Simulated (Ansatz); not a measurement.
The system is CuO.

```xyz
8
Lattice="2.3418 -1.7113 0.0000 -1.4918 -1.7113 -5.0579 2.3418 5.1339 0.0000" Properties=species:S:1:pos:R:3 pbc="T T T"
Cu    0.0059   -0.6953   -4.8382
Cu    3.1860    2.4066   -0.2196
Cu    1.5778    2.0647   -2.6395
Cu    1.6140   -0.3534   -2.4183
O    -0.0539   -1.8744   -3.5775
O     1.3289    1.3158   -4.0093
O     0.1793   -0.6038   -1.7610
O     2.5875   -0.5489   -0.7679
```

The cell isn't the ideal one: a zone-boundary wave of random shape, sigma 0.4 Å.

Base run:

| Item | Value |
| --- | --- |
| Program | Ansatz 0.2.0 |
| Functional | LDA |
| Potentials or basis | Ansatz PAW |
| Cutoff | 420 eV (not typed: the program's choice for these potentials) |
| k mesh | 9 × 5 × 5 |
| Occupations | fermi-dirac, width 0.05 eV |
| Spin | no spin polarisation |
| Hubbard terms | Cu d U = 6 eV |

Its results: band gap on the k mesh none (metal or under the smearing width); pressure 43.2 GPa; largest force 15.939 eV/Å.

Problem. After a change of settings the same cell gave: band gap on the k mesh none (metal or under the smearing width); pressure 42.5 GPa; largest force 15.758 eV/Å. Which change was it?
A. hubbard terms from Cu d U = 6 eV to Cu d U = 8 eV
B. hubbard terms from Cu d U = 6 eV to Cu d U = 5 eV
C. hubbard terms from Cu d U = 6 eV to none; hubbard projectors from ortho-atomic (the default) to none

Solution. B.

Caveats: a pressure of tens of GPa on the cell as given is suspect, and the run, the potentials or the cell itself is likely at fault; the run has no spin polarisation, though such a crystal can be magnetic; U without spin polarisation on a metal has little footing; the PAW data sets come from PBE, with cores solved anew for the run's functional, which leaves a small shift of forces and pressure; forces of over 1 eV/Å show positions far from the minimum, so gaps and moduli don't describe the material at rest.
